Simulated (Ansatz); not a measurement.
**MnO: response to strain**

MnO is deformed so: zz strain of +2 %. What stress and forces result, by LAPW, PAW and all-electron datasets made for the crystal?

Computed with Ansatz 0.2.0 (DFT LDA, scalar-relativistic, unless a step's input says otherwise).

### 1 The structure to begin with

The structure is cubic, space group Fm-3m (No. 225). The conventional cell has a = 4.444 Å, b = 4.444 Å, c = 4.444 Å, α = 90.00°, β = 90.00°, γ = 90.00°. Mn (site symmetry m-3m) has 6 O at 2.22 Å as nearest neighbours. Around O (site symmetry m-3m) lie 6 Mn at 2.22 Å.

Structure file:

```xyz
2
Lattice="0.0000 2.2220 2.2220 2.2220 0.0000 2.2220 2.2220 2.2220 0.0000" Properties=species:S:1:pos:R:3 pbc="T T T"
Mn    0.0000    0.0000    0.0000
O     2.2220    2.2220    2.2220
```

Atoms are numbered in the order of the input: Mn1, O2.

### 2 After the deformation

Space group Fm-3m before, I4/mmm after.

### 3 LAPW, all electrons

input.yaml

```yaml
crystal:
  lattice:
    - [0.0, 2.222, 2.26644]
    - [2.222, 0.0, 2.26644]
    - [2.222, 2.222, 0.0]
  atoms:
    - { symbol: Mn, position: [0.0, 0.0, 0.0], spin: 4.0 }
    - { symbol: O, position: [0.5, 0.5, 0.5] }
magnetization:
  spin_polarized: true
kpoints:
  mp_grid: { grid: [16, 16, 16] }
  band_path:
    path:
      - [0.0, 0.0, 0.0]
      - [0.0, 0.5, 0.5]
      - [0.25, 0.75, 0.5]
      - [0.0, 0.5, 0.0]
      - [0.0, 0.0, 0.0]
      - [0.5, 0.5, 0.0]
      - [0.3701460977, 0.6298539023, 0.0]
      - [-0.3701460977, 0.3701460977, 0.0]
      - [0.0, 0.0, 0.0]
    npoints: 5
scf:
  occupations: { method: fermi_dirac, width: 0.05 }
hamiltonian:
  xc: lda
  pseudopotentials: { kind: all_electron, lapw: { basis_error: 0.00025 } }
output:
  forces: true
  stress: true
  eigenvalues: true
```

Launch:

```bash
$ ansatz run input.yaml --threads 1 --pin off --max-ram 3072MiB --backend cpu --events-out ev --progress --plain --runs-dir out
```

### 4 Frozen-core PAW

input.yaml

```yaml
crystal:
  lattice:
    - [0.0, 2.222, 2.26644]
    - [2.222, 0.0, 2.26644]
    - [2.222, 2.222, 0.0]
  atoms:
    - { symbol: Mn, position: [0.0, 0.0, 0.0], spin: 4.0 }
    - { symbol: O, position: [0.5, 0.5, 0.5] }
magnetization:
  spin_polarized: true
kpoints:
  mp_grid: { grid: [16, 16, 16] }
scf:
  occupations: { method: fermi_dirac, width: 0.05 }
hamiltonian:
  xc: lda
  pseudopotentials: { kind: paw }
output:
  forces: true
  stress: true
  eigenvalues: true
  efg: { contact_densities: true }
```

### 5 All-electron PAW on datasets made for the crystal

Edit input.yaml of step 4 so:

```diff
@@ -16,3 +16,3 @@
   xc: lda
-  pseudopotentials: { kind: paw }
+  pseudopotentials: { kind: all_electron, datasets: crystal }
 output:
```

(Steps that only read results are left out.)

What does the calculation give? Wanted: pressure; largest shear or deviatoric stress.

As calculated:

```
                                 quantity                                                 value
                                 pressure  LAPW -17.58, PAW -17.57, crystal datasets -17.58 GPa
largest shear or deviatoric stress (LAPW)                                              0.75 GPa
```

The largest part of the stress beyond the pressure is 0.75 GPa in size, in the zz component; the atoms are carried along and not relaxed. No run of the undeformed cell stands beside it, so the pressure holds what the given cell had before the change. PAW: stress within 0.03 GPa of LAPW. Crystal datasets: stress within 0.01 GPa of LAPW. The magnetic state is the one reached from the start moments in this cell; it needn't be the ground state. With one magnetic atom in the cell only ferromagnetic order fits; the real order can differ. No U acts on the open 3d shell, so the metal found here may be the functional's error.
